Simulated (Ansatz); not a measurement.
Reaction (formal exchange of groups at a C–O bond): `C[O][Al]1[CH2][NH]1` + `C1=CCC=C1` → `CC1C=CC=C1` + `[OH][Al]1[CH2][NH]1`

Computed with Ansatz on PBE0-D4/def2-TZVP structures; ΔE is electronic, products minus reactants. CBS: MP2 limit from def2 TZ/QZ plus the TZ coupled-cluster correction, frozen cores. Functionals use def2-TZVPP. One conformer a species, not always the lowest.

```csv
level,ΔE (kJ/mol)
PBE-D4,-57.6
PBE0,-56.1
CCSD/def2-TZVPP,-61.0
CCSD/CBS(def2),-62.8
```

Problem. What does CCSD(T)/CBS give? (An estimate is asked.)

Solution. Computed: -65.0 kJ/mol. The listed levels differ from it by 7.4, 8.9, 4.0, 2.2 kJ/mol.

Largest T1 diagnostic among the species: 0.013.

The D4 term adds −5.0 kJ/mol with B3LYP and −2.9 kJ/mol with PBE0; it sums over pairs of atoms, weighted by their polarisabilities, and B3LYP, whose exchange is more repulsive, gets the larger term. In def2-TZVPP, CCSD(T) changes the Hartree–Fock value by −18.0 kJ/mol (the triples alone add −2.2 kJ/mol) and MP2 by −25.4 kJ/mol.

B3LYP here is the variant with VWN-RPA as its local correlation; programs differ in this.

CCSD(T)/CBS has its own doubt, a few kJ/mol and more with outer-core shells, so smaller differences from it don't rank the levels.
